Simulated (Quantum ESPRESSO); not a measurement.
# Sb (Im-3m) in Quantum ESPRESSO: convergence with k mesh

Aim: find how far k mesh must go before the results for Sb settle, at PBE. This setting moves, with any that are tied to it; all else stays.

Program: Quantum ESPRESSO 7.5. These are calculated values, not measurements. Logs are shortened: lines on timing, memory, paths and dates and some standing lists are left out, and cuts for length are marked.

## Step 1: The crystal as given

Symmetry: Im-3m, No. 229, cubic system. The conventional cell has a = 3.743 Å, b = 3.743 Å, c = 3.743 Å, α = 90.00°, β = 90.00°, γ = 90.00°. Sb (site symmetry m-3m) is surrounded by 8 Sb at 3.24 Å.

This isn't the form of Sb at room conditions, which is rhombohedral.

## Step 2: With k mesh 2 × 2 × 2

pw.in reads:

```
&CONTROL
  calculation = 'scf'
  prefix = 'pwscf'
  outdir = './tmp'
  pseudo_dir = './pseudo'
  tprnfor = .true.
  tstress = .true.
  disk_io = 'nowf'
/
&SYSTEM
  ibrav = 0
  nat = 1
  ntyp = 1
  ecutwfc = 100
  nbnd = 18
  occupations = 'smearing'
  smearing = 'mv'
  degauss = 0.00367493
/
&ELECTRONS
  conv_thr = 2d-10
  electron_maxstep = 120
  mixing_beta = 0.5
/
ATOMIC_SPECIES
Sb   121.7600 Sb.upf
CELL_PARAMETERS angstrom
  -1.8713408863    1.8713408863    1.8713408863
   1.8713408863   -1.8713408863    1.8713408863
   1.8713408863    1.8713408863   -1.8713408863
ATOMIC_POSITIONS crystal
Sb     0.0000000000    0.0000000000    0.0000000000
K_POINTS automatic
2 2 2 0 0 0
```

Potentials or basis: PseudoDojo 0.4 SR PBE stringent.

The run is started by

```console
$ OMP_NUM_THREADS=1 pw.x -in pw.in > pw.out
```

pw.out:

```text
This program is part of the open-source Quantum ESPRESSO suite
     for quantum simulation of materials; please cite
         "P. Giannozzi et al., J. Phys.:Condens. Matter 21 395502 (2009);
         "P. Giannozzi et al., J. Phys.:Condens. Matter 29 465901 (2017);
         "P. Giannozzi et al., J. Chem. Phys. 152 154105 (2020);
     in publications or presentations arising from this work. More details at

     Message from routine setup:
     using ibrav=0 with symmetry is DISCOURAGED, use correct ibrav instead

     G-vector sticks info
     --------------------
     sticks:   dense  smooth     PW     G-vecs:    dense   smooth      PW
     Sum        1133    1133    375                24103    24103    4585

     Using Slab Decomposition

     bravais-lattice index     =            0
     lattice parameter (alat)  =       6.1251  a.u.
     unit-cell volume          =     176.8949 (a.u.)^3
     number of atoms/cell      =            1
     number of atomic types    =            1
     number of electrons       =        23.00
     number of Kohn-Sham states=           18
     kinetic-energy cutoff     =     100.0000  Ry
     charge density cutoff     =     400.0000  Ry
     scf convergence threshold =      2.0E-10
     mixing beta               =       0.5000
     number of iterations used =            8  plain     mixing
     Exchange-correlation= PBE
                           (   1   4   3   4   0   0   0)

     celldm(1)=   6.125089  celldm(2)=   0.000000  celldm(3)=   0.000000
     celldm(4)=   0.000000  celldm(5)=   0.000000  celldm(6)=   0.000000

     crystal axes: (cart. coord. in units of alat)
               a(1) = (  -0.577350   0.577350   0.577350 )
               a(2) = (   0.577350  -0.577350   0.577350 )
               a(3) = (   0.577350   0.577350  -0.577350 )

     reciprocal axes: (cart. coord. in units 2 pi/alat)
               b(1) = ( -0.000000  0.866025  0.866025 )
               b(2) = (  0.866025 -0.000000  0.866025 )
               b(3) = (  0.866025  0.866025  0.000000 )

     PseudoPot. # 1 for Sb read from file:
     Sb.upf
     Pseudo is Norm-conserving + core correction, Zval = 23.0
     Generated using ONCVPSP code by D. R. Hamann
     Using radial grid of 1434 points,  6 beta functions with:
                l(1) =   0
                l(2) =   0
                l(3) =   1
                l(4) =   1
                l(5) =   2
                l(6) =   2

     atomic species   valence    mass     pseudopotential
     Sb               23.00   121.76000     Sb( 1.00)

     48 Sym. Ops., with inversion, found

   Cartesian axes

     site n.     atom                  positions (alat units)
         1        Sb     tau(   1) = (   0.0000000   0.0000000   0.0000000  )

     number of k points=     3  Marzari-Vanderbilt smearing, width (Ry)=  0.0037
                       cart. coord. in units 2pi/alat
        k(    1) = (   0.0000000   0.0000000   0.0000000), wk =   0.2500000
        k(    2) = (  -0.4330127  -0.4330127   0.0000000), wk =   1.5000000
        k(    3) = (  -0.8660254  -0.8660254  -0.8660254), wk =   0.2500000

     Dense  grid:    24103 G-vectors     FFT dimensions: (  40,  40,  40)

     Initial potential from superposition of free atoms

     starting charge      22.9994, renormalised to      23.0000
     Starting wfcs are   13 randomized atomic wfcs +    5 random wfcs

     Self-consistent Calculation

     iteration #  1     ecut=   100.00 Ry     beta= 0.50
     Davidson diagonalization with overlap
     ethr =  1.00E-02,  avg # of iterations =  3.7

     Threshold (ethr) on eigenvalues was too large:
     Diagonalizing with lowered threshold

     Davidson diagonalization with overlap
     ethr =  1.49E-05,  avg # of iterations =  5.7

     total energy              =    -505.90670768 Ry
     estimated scf accuracy    <       0.00344590 Ry
[... 29 lines left out ...]
     iteration #  6     ecut=   100.00 Ry     beta= 0.50
     Davidson diagonalization with overlap
     ethr =  3.78E-12,  avg # of iterations =  2.3

     End of self-consistent calculation

          k = 0.0000 0.0000 0.0000 (  3043 PWs)   bands (ev):

  -129.8642 -82.8212 -82.8212 -82.8212 -14.6218 -14.6218 -14.6218 -14.5573
   -14.5573   1.4308  20.1888  20.1888  20.1888  25.8222  25.8222  25.8222
    26.4691  26.4691

          k =-0.4330-0.4330 0.0000 (  3012 PWs)   bands (ev):

  -129.8641 -82.8231 -82.8220 -82.8211 -14.6447 -14.6096 -14.5629 -14.5539
   -14.4917   5.6554   8.7136  16.2232  18.3425  21.1243  21.5973  28.5674
    30.1511  31.8439

          k =-0.8660-0.8660-0.8660 (  2988 PWs)   bands (ev):

  -129.8640 -82.8228 -82.8228 -82.8228 -14.6385 -14.6385 -14.5034 -14.5034
   -14.5034   9.0612  12.4069  12.4069  12.4069  17.4297  17.4297  32.5728
    34.6328  34.6328

     the Fermi energy is    16.2302 ev

!    total energy              =    -505.90713668 Ry
     estimated scf accuracy    <          1.2E-10 Ry
     smearing contrib. (-TS)   =      -0.00090454 Ry
     internal energy E=F+TS    =    -505.90623214 Ry

     The total energy is F=E-TS. E is the sum of the following terms:
     one-electron contribution =    -320.49439643 Ry
     hartree contribution      =     156.16230565 Ry
     xc contribution           =     -69.37683793 Ry
     ewald contribution        =    -272.19730343 Ry

     convergence has been achieved in   6 iterations

     Forces acting on atoms (cartesian axes, Ry/au):

     atom    1 type  1   force =     0.00000000    0.00000000    0.00000000

     Total force =     0.000000     Total SCF correction =     0.000000

     Computing stress (Cartesian axis) and pressure

          total   stress  (Ry/bohr**3)                   (kbar)     P=       70.22
   0.00047738   0.00000000   0.00000000           70.22        0.00        0.00
   0.00000000   0.00047738   0.00000000            0.00       70.22        0.00
   0.00000000   0.00000000   0.00047738            0.00        0.00       70.22

=------------------------------------------------------------------------------=
   JOB DONE.
=------------------------------------------------------------------------------=
```

Wall time 1.7 s (1 thread of Intel Xeon 6975P-C (Granite Rapids), shared host); peak memory 0.05 GiB.

What came out:

* Free energy: -6883.2173 eV
* Pressure: 7.0 GPa
* Band gap on the k mesh: none (metal or under the smearing width)

## Step 3: With k mesh 3 × 3 × 3

Changes to pw.in since step 2:

```diff
@@ -33,2 +33,2 @@
 K_POINTS automatic
-2 2 2 0 0 0
+3 3 3 0 0 0
```

Potentials or basis: PseudoDojo 0.4 SR PBE stringent.

The run is started by

```console
$ OMP_NUM_THREADS=1 pw.x -in pw.in > pw.out
```

It took 1.8 s on 1 thread of Intel Xeon 6975P-C (Granite Rapids), shared host; peak memory 0.05 GiB.

What came out:

| Property | Result |
| --- | --- |
| Free energy | -6883.4297 eV |
| Pressure | 5.5 GPa |
| Band gap on the k mesh | none (metal or under the smearing width) |

## Step 4: With k mesh 4 × 4 × 4

Changes to pw.in since step 3:

```diff
@@ -33,2 +33,2 @@
 K_POINTS automatic
-3 3 3 0 0 0
+4 4 4 0 0 0
```

The run is started by

```console
$ OMP_NUM_THREADS=1 pw.x -in pw.in > pw.out
```

It took 2.9 s on 1 thread of Intel Xeon 6975P-C (Granite Rapids), shared host; peak memory 0.06 GiB.

What came out:

- Free energy: -6883.0266 eV
- Pressure: 0.2 GPa
- Band gap on the k mesh: none (metal or under the smearing width)

## Step 5: With k mesh 6 × 6 × 6

Changes to pw.in since step 4:

```diff
@@ -33,2 +33,2 @@
 K_POINTS automatic
-4 4 4 0 0 0
+6 6 6 0 0 0
```

The run is started by

```console
$ OMP_NUM_THREADS=1 pw.x -in pw.in > pw.out
```

Run time: 5 s. Hardware: 1 thread of Intel Xeon 6975P-C (Granite Rapids), shared host; peak memory 0.06 GiB.

What came out:

| Item | Value |
| --- | --- |
| Free energy | -6883.0448 eV |
| Pressure | 3.5 GPa |
| Band gap on the k mesh | none (metal or under the smearing width) |

## Step 6: With k mesh 8 × 8 × 8

Changes to pw.in since step 5:

```diff
@@ -33,2 +33,2 @@
 K_POINTS automatic
-6 6 6 0 0 0
+8 8 8 0 0 0
```

Potentials or basis: PseudoDojo 0.4 SR PBE stringent.

The run is started by

```console
$ OMP_NUM_THREADS=1 pw.x -in pw.in > pw.out
```

Run time: 8.4 s. Hardware: 1 thread of Intel Xeon 6975P-C (Granite Rapids), shared host; peak memory 0.07 GiB.

It converged, with:

```yaml
Free_energy: -6883.0908 eV
Pressure: 2.0 GPa
Band_gap_on_the_k_mesh: none (metal or under the smearing width)
```

## Step 7: With k mesh 9 × 9 × 9

Changes to pw.in since step 6:

```diff
@@ -33,2 +33,2 @@
 K_POINTS automatic
-8 8 8 0 0 0
+9 9 9 0 0 0
```

The run is started by

```console
$ OMP_NUM_THREADS=1 pw.x -in pw.in > pw.out
```

It took 9.5 s on 1 thread of Intel Xeon 6975P-C (Granite Rapids), shared host; peak memory 0.08 GiB.

The run converged. Its results:

```
Free energy            : -6883.1319 eV
Pressure               : 2.6 GPa
Band gap on the k mesh : none (metal or under the smearing width)
```

## Step 8: With k mesh 10 × 10 × 10

Changes to pw.in since step 7:

```diff
@@ -33,2 +33,2 @@
 K_POINTS automatic
-9 9 9 0 0 0
+10 10 10 0 0 0
```

The run is started by

```console
$ OMP_NUM_THREADS=1 pw.x -in pw.in > pw.out
```

It took 13 s on 1 thread of Intel Xeon 6975P-C (Granite Rapids), shared host; peak memory 0.09 GiB.

It converged, with:

```
Free energy            : -6883.0959 eV
Pressure               : 3.4 GPa
Band gap on the k mesh : none (metal or under the smearing width)
```

## Step 9: With k mesh 12 × 12 × 12

Changes to pw.in since step 8:

```diff
@@ -33,2 +33,2 @@
 K_POINTS automatic
-10 10 10 0 0 0
+12 12 12 0 0 0
```

Potentials or basis: PseudoDojo 0.4 SR PBE stringent.

The run is started by

```console
$ OMP_NUM_THREADS=1 pw.x -in pw.in > pw.out
```

Wall time 18 s (1 thread of Intel Xeon 6975P-C (Granite Rapids), shared host); peak memory 0.11 GiB.

It converged, with:

```yaml
Free_energy: -6883.1212 eV
Pressure: 2.8 GPa
Band_gap_on_the_k_mesh: none (metal or under the smearing width)
```

## Step 10: With k mesh 14 × 14 × 14

Changes to pw.in since step 9:

```diff
@@ -33,2 +33,2 @@
 K_POINTS automatic
-12 12 12 0 0 0
+14 14 14 0 0 0
```

The run is started by

```console
$ OMP_NUM_THREADS=1 pw.x -in pw.in > pw.out
```

It took 27 s on 1 thread of Intel Xeon 6975P-C (Granite Rapids), shared host; peak memory 0.14 GiB.

It converged, with:

```
Free energy            : -6883.1171 eV
Pressure               : 2.5 GPa
Band gap on the k mesh : none (metal or under the smearing width)
```

## Step 11: The series at a glance

| k mesh | energy less the tightest run, at zero smearing (meV/atom) | pressure (GPa) | SCF cycles | CPU time (s) | peak memory (GiB) |
| --- | --- | --- | --- | --- | --- |
| 2 × 2 × 2 | -100.18 | 7.02 | 6 | 1.6 | 0.05 |
| 3 × 3 × 3 | -312.65 | 5.46 | 6 | 1.7 | 0.05 |
| 4 × 4 × 4 | 90.48 | 0.20 | 6 | 2.8 | 0.06 |
| 6 × 6 × 6 | 72.28 | 3.49 | 6 | 4.8 | 0.06 |
| 8 × 8 × 8 | 26.23 | 2.04 | 6 | 8 | 0.07 |
| 9 × 9 × 9 | -14.80 | 2.59 | 6 | 9.5 | 0.08 |
| 10 × 10 × 10 | 21.17 | 3.38 | 6 | 13 | 0.09 |
| 12 × 12 × 12 | -4.17 | 2.80 | 6 | 18 | 0.11 |
| 14 × 14 × 14 | 0.00 | 2.53 | 6 | 27 | 0.14 |

Not settled before the last step: the energy (to 1 meV/atom), the pressure (to 0.1 GPa). Meshes of other sizes hit other points, so gaps and Fermi surfaces needn't settle smoothly. The tightest run that finished is the yardstick and may itself not be fully converged.
